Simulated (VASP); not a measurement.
# Sr: convergence with the smearing and k-mesh, part 4 of 4

Aim: find what the smearing and k-mesh change for Sr, and what they cost. The series runs use LDA. The atoms of the start are displaced at random from the sites of a P6_3/mmc cell.

VASP 6.6.1; LDA; plane waves and PAW (Sr_sv).

So far. Step 18 (K-mesh: 7 7 4): Against the run before the energy moves by +3.41 meV an atom and the pressure by +0.01 GPa, after 11 cycles in 61 s.

The starting crystal is not the ambient structure of Sr (fcc); it is a model or a phase of other conditions.

## (19) K-mesh: 9 9 5 (continued)

From OUTCAR (step 19):

```text
  Total       -1.0813294     -1.1077895     -1.0977167      0.0374630     -0.0018908     -0.0049386
  in kB      -15.2754604    -15.6492510    -15.5069564      0.5292237     -0.0267106     -0.0697656
  external PRESSURE =     -15.4772226 kB  Pullay stress =       0.0000000 kB

 POSITION                                       TOTAL-FORCE (eV/Angst)
 -----------------------------------------------------------------------------------
     -0.00109      2.48610      1.77308         0.014735      0.005722     -0.067316
      2.20372      1.25964      5.22927        -0.014735     -0.005722      0.067316
 -----------------------------------------------------------------------------------
    total drift:                                0.000002     -0.000001      0.000001

  FREE ENERGIE OF THE ION-ELECTRON SYSTEM (eV)
  ---------------------------------------------------
  free  energy   TOTEN  =        -3.7870040549 eV

  energy  without entropy=       -3.7645317952  energy(sigma->0) =       -3.77576793

[... 1 part as in an earlier step ...]

[... 2 further parts left out ...]
[key lines of the parts left out:]
E-fermi :   1.2911
```

Against the run before the energy moves by -0.82 meV an atom and the pressure by +0.01 GPa, after 11 cycles in 98 s.

## (20) K-mesh: 11 11 6

INCAR

```
SYSTEM = Sr
PREC = Accurate
ENCUT = 400
EDIFF = 1E-06
NELM = 100
ISMEAR = -1
SIGMA = 0.05
LREAL = .FALSE.
ALGO = Normal
GGA = CA
NBANDS = 16
LORBIT = 11
LWAVE = .FALSE.
LCHARG = .FALSE.
KPAR = 2
ISIF = 2
```

POSCAR

```
Sr
1.0
    4.3100000000      0.0000000000      0.0000000000
   -2.1550000000      3.7325694903      0.0000000000
    0.0000000000      0.0000000000      7.0500000000
Sr
2
Direct
    0.3327760000      0.6660560000      0.2515000000
    0.6800400000      0.3374720000      0.7417400000
```

KPOINTS

```
Automatic mesh
0
Gamma
11 11 6
0 0 0
```

Potentials, in the order of the species: Sr_sv (PBE family, release 64).

Command:

```sh
> mpirun -np 2 vasp_std
```

Output:

```text
[... set-up lines as in an earlier step ...]
 entering main loop
       N       E                     dE             d eps       ncg     rms          rms(c)
DAV:   1     0.935082849699E+02    0.93508E+02   -0.84725E+03 11816   0.861E+02
DAV:   2     0.409745084184E+01   -0.89411E+02   -0.88234E+02 15240   0.212E+02
DAV:   3    -0.366811970206E+01   -0.77656E+01   -0.77463E+01 22184   0.431E+01
DAV:   4    -0.380434204044E+01   -0.13622E+00   -0.13617E+00 15512   0.561E+00
[...]
DAV:   9    -0.379080466801E+01   -0.68615E-04   -0.12831E-04 21848   0.574E-02    0.440E-02
DAV:  10    -0.379081555616E+01   -0.10888E-04   -0.19505E-05 12488   0.167E-02    0.216E-02
DAV:  11    -0.379081543366E+01    0.12251E-06   -0.28638E-06 12288   0.122E-02
   1 F= -.37908154E+01 E0= -.37804279E+01  d E =-.207751E-01
```

Wall time 2.7 min (2 MPI ranks of AMD EPYC 7R43, shared host); peak memory 0.84 GiB.

Parts of OUTCAR (step 20):

```text
  Total       -1.0996154     -1.1257848     -1.0792287      0.0371052     -0.0018500     -0.0048190
  in kB      -15.5337780    -15.9034614    -15.2457843      0.5241692     -0.0261340     -0.0680759
  external PRESSURE =     -15.5610079 kB  Pullay stress =       0.0000000 kB

 POSITION                                       TOTAL-FORCE (eV/Angst)
 -----------------------------------------------------------------------------------
     -0.00109      2.48610      1.77308         0.014393      0.005611     -0.067597
      2.20372      1.25964      5.22927        -0.014393     -0.005611      0.067597
 -----------------------------------------------------------------------------------
    total drift:                                0.000002     -0.000001      0.000001

  FREE ENERGIE OF THE ION-ELECTRON SYSTEM (eV)
  ---------------------------------------------------
  free  energy   TOTEN  =        -3.7908154337 eV

  energy  without entropy=       -3.7700403313  energy(sigma->0) =       -3.78042788

[... 1 part as in an earlier step ...]

[... 2 further parts left out ...]
[key lines of the parts left out:]
E-fermi :   1.2991
```

Against the run before the energy moves by -2.33 meV an atom and the pressure by -0.01 GPa, after 11 cycles in 2.7 min.

## (21) The k-mesh series as a table

This step: convergence of LDA results with the mesh; plane waves and PAW (VASP 6.6.1).

Derived from the runs above.

Differences are taken from the run with 11 11 6. Results of the series, by row:

```
setting     status  energy less the reference (meV/atom)  pressure (GPa)  largest force difference (meV/Å)  gap (eV)  SCF cycles  wall time (s)
  2 2 1  converged                                 55.19          -1.547                             36.59    0.5199          12            2.8
  3 3 2  converged                                 131.9          -1.588                             31.44         0          12            5.8
  4 4 2  converged                                -2.232          -1.542                             11.65         0          11            9.4
  5 5 3  converged                               -0.2632          -1.571                             9.251         0          11             24
  7 7 4  converged                                 3.146          -1.558                             2.152         0          11             61
  9 9 5  converged                                  2.33          -1.548                             0.342         0          11             98
11 11 6  converged                                     0          -1.556                                 0         0          11            163
```

## (22) What came out

| Item | Value |
| --- | --- |
| spread of the pressure over the smearing | 0.136 GPa |
| spread of the energy over the smearing | 3.98 meV/atom |
| k-mesh from which the energy stays within 10 meV/atom of the reference | 4 4 2 |
| k-mesh from which the energy stays within 1 meV/atom of the reference | none before the reference itself |
| k-mesh from which the pressure stays within 0.2 GPa of the reference | 2 2 1 |
| spread of the pressure over the k-mesh | 0.0461 GPa |
| spread of the energy over the k-mesh | 134 meV/atom |

The usual rule keeps the entropy term T·S under 1 meV an atom, which holds, of the widths tried, up to 0.01 eV for Gaussian and 0.2 eV for first-order Methfessel-Paxton. That rule is made for Methfessel-Paxton; with the other schemes the zero-width estimate is the energy to use. Farthest in energy from the narrowest smearing lies ISMEAR = 0, SIGMA = 0.2 (-2.5 meV an atom, -0.05 GPa, 6.9 meV/Å in forces). On a fixed mesh a narrow width is not the exact answer for a metal: it samples the Fermi surface more noisily. No run before the reference (11 11 6) settles within 1 meV an atom of it; the step next to it is off by +2.3 meV an atom, +0.01 GPa, 0.3 meV/Å in forces. The pressure holds within 0.2 GPa from 2 2 1 on. The energy swings above and below the reference, since the sum over k-points is not variational. A metal's Fermi surface slows this convergence. For the k-mesh, differences are taken from the run with 11 11 6, which is itself not the exact limit. The runs at 2 2 1; 3 3 2 are over 30 meV an atom or 2 GPa off and describe the material poorly.

[Lines on the potential files, build, host, timing and source positions are cut from VASP's logs without a mark.]

[Logs are printed without paths, hosts, clocks, repeated set-up lines and the standing remarks that a program may print on its own settings, such as how far it seeks lower states.]

[Hosts, paths, dates, database ids (printed as entryN), source tags and the programs' standing remarks are cut or masked in the printed files.]

[A measured line is paired with the nearest computed mode of its activity, which favours agreement.]

[In band tables of VASP the shares of atoms and orbitals are scaled to a sum of 1 inside the atoms' spheres.]
